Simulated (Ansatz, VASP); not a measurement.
# Two plane-wave programs on Al3Cu

File INCAR:

```
SYSTEM = Al3Cu
ALGO = Normal
EDIFF = 1E-6
ENCUT = 520
GGA = PS
ISIF = 2
ISMEAR = 0
LASPH = .TRUE.
LCHARG = .FALSE.
LREAL = .FALSE.
LWAVE = .FALSE.
NBANDS = 18
NELM = 80
PREC = Accurate
SIGMA = 0.1
```

File KPOINTS:

```
k-points
0
G
  6 6 4
  0 0 0
```

POSCAR

```
Al3Cu
1.0
    2.7784054294      0.0000000000      0.0000000000
    0.0000000000      2.7784054294      0.0000000000
    0.0000000000      0.0000000000      7.5134034100
Al Cu
3 1
Direct
    0.0000000000      0.0000000000      0.5000000000
    0.5000000000      0.5000000000      0.2261155100
    0.5000000000      0.5000000000      0.7738844900
    0.0000000000      0.0000000000      0.0000000000
```

Input for Ansatz:

```yaml
crystal:
  lattice:
    - [2.7784054294, 0.0, 0.0]
    - [0.0, 2.7784054294, 0.0]
    - [0.0, 0.0, 7.51340341]
  atoms:
    - { symbol: Al, position: [0.0, 0.0, 0.5] }
    - { symbol: Al, position: [0.5, 0.5, 0.22611551] }
    - { symbol: Al, position: [0.5, 0.5, 0.77388449] }
    - { symbol: Cu, position: [0.0, 0.0, 0.0] }
basis:
  ecutwfc: 420
kpoints:
  mp_grid: { grid: [6, 6, 4] }
hamiltonian:
  xc: pbesol
scf:
  occupations: { method: gaussian, width: 0.1 }
output:
  forces: true
  stress: true
  eigenvalues: true
```

Alike in both runs: task single point; functional PBEsol; k mesh 6 × 6 × 4; occupations gaussian, width 0.1 eV; no spin polarisation.

|  | VASP | Ansatz |
| --- | --- | --- |
| version | VASP 6.6.1 | Ansatz 0.2.0 |
| potentials or method | VASP PAW PBE potentials, release 64 (Al, Cu) | scalar-relativistic, plane waves, PAW |
| plane-wave cutoff (eV) | 520 | 420 |
| valence electrons in the cell | 20 | 28 |

|  | VASP | Ansatz | Ansatz less VASP |
| --- | --- | --- | --- |
| gap on the k mesh at the Fermi level (eV) | none | none | - |
| pressure (GPa) | 1.5 | 0.9 | -0.53 |
| largest component of the traceless stress (GPa) | 1.05 | 1.02 | -0.031 |
| rms of the force components (eV/Å) | 0.075 | 0.084 | +0.0084 |

Atom by atom the forces differ by 0.008 eV/Å (rms over components). A gap of «none» marks a metal or a gap that the smearing closes. The two sets of potentials don't hold the same shells in valence.

Caveats: the k mesh is coarse (spacing up to 0.38 Å⁻¹), so the values aren't converged; the PAW data sets were made with another functional, which shifts forces and pressure a little (VASP).
